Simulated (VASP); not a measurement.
**CdF2: relaxation of cell and atoms with PBEsol**

CdF2:

```xyz
3
Lattice="0.0000 2.6940 2.6940 2.6940 0.0000 2.6940 2.6940 2.6940 0.0000" Properties=species:S:1:pos:R:3 pbc="T T T"
Cd    0.0000    0.0000    0.0000
F     1.3470    1.3470    1.3470
F     4.0410    4.0410    4.0410
```

```
Program                : VASP 6.6.1
Task                   : relaxation of cell and atoms
Functional             : PBEsol
Potentials or basis    : VASP PAW PBE potentials, release 64 (Cd, F)
Cutoff                 : 600 eV
k mesh                 : 10 × 10 × 10
Occupations            : gaussian, width 0.03 eV
Spin                   : no spin polarisation
Further INCAR settings : ALGO = Normal; EDIFF = 1e-06; IBRION = 2; EDIFFG = -0.01; NSW = 90; ISIF = 3
```

The relaxed volume is 13.08 Å³/atom. The relaxed cell is a = 3.814 Å, b = 3.814 Å, c = 3.814 Å, α = 60.00°, β = 60.00°, γ = 60.00° and the space group after relaxing (to 0.05 Å) is Fm-3m (No. 225). The energy gained by relaxing is 0.1 meV/atom, the ionic steps are 3 and the pressure after relaxing is 0.0 GPa. The band gap on the k mesh is 2.90 eV, indirect (least direct gap 3.39 eV).

Step by step:
```
step  energy change (eV)  largest force (eV/Å)  pressure (GPa)  volume (Å³)
   1              0.0000                0.0000            0.40        39.10
   2             -0.0001                0.0000           -0.15        39.29
   3             -0.0002                0.0000            0.00        39.23
```

Final structure:
```
Cd F
1.0
     0.00000    2.69697    2.69697
     2.69697    0.00000    2.69697
     2.69697    2.69697    0.00000
Cd F
1 2
Cartesian
  0.0000 0.0000 0.0000
  1.3485 1.3485 1.3485
  4.0455 4.0455 4.0455
```

Levels at points of the mesh, in eV from the valence-band top:
| k point | band 9 | band 10 | band 11 | band 12 | band 13 | band 14 | band 15 | band 16 | band 17 |
| --- | --- | --- | --- | --- | --- | --- | --- | --- | --- |
| (0.00, 0.00, 0.00) | -0.98 | -0.98 | -0.49 | -0.49 | -0.49 | 2.90 | 12.50 | 12.50 | 12.50 |
| (0.50, 0.00, 0.00) | -2.30 | -1.86 | -1.86 | -0.39 | -0.39 | 7.04 | 8.97 | 14.29 | 14.29 |
| (0.50, 0.50, 0.00) | -2.99 | -2.99 | -0.50 | -0.08 | -0.08 | 7.86 | 9.45 | 11.69 | 14.09 |

It took 20 s on 4 MPI ranks on Intel(R) Xeon(R) 6975P-C (Granite Rapids), on a shared host, peak memory 0.18 GiB a rank.

Caveat: the PAW data sets were made with another functional, which shifts forces and pressure a little. Zero-point motion and thermal expansion aren't in these numbers.
